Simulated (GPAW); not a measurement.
CoO:

```
Co O
1.0
     1.50547    0.86918    2.43993
    -1.50547    0.86918    2.43993
     0.00000   -1.73837    2.43993
Co O
1 1
Direct
  0.00000 0.00000 0.00000
  0.50000 0.50000 0.50000
```

The cell is a database's computed one.

Base run:

| Quantity | Value |
| --- | --- |
| Program | GPAW 26.7.0 |
| Functional | PBEsol |
| Potentials or basis | PAW data sets generated in the run's folder for this functional |
| Cutoff | 800 eV |
| Basis | pw |
| k mesh | 8 × 8 × 8 |
| Occupations | fermi-dirac, width 0.05 eV |
| Spin | collinear spin, ferromagnetic start |
| Starting moments | [2.0, 0.0] μB |

Its results: pressure -8.6 GPa; net moment 2.91 μB per cell; site moments Co +2.50; O +0.24 μB.

Task: The run is repeated on the same cell with these changes: hubbard terms from none to Co d U = 2 eV. What comes out?

Result: Pressure -6.6 GPa; net moment 3.00 μB per cell; site moments Co +2.64; O +0.22 μB.

Caveats: a cell with one magnetic atom can't hold antiferromagnetic order, which such compounds often take.
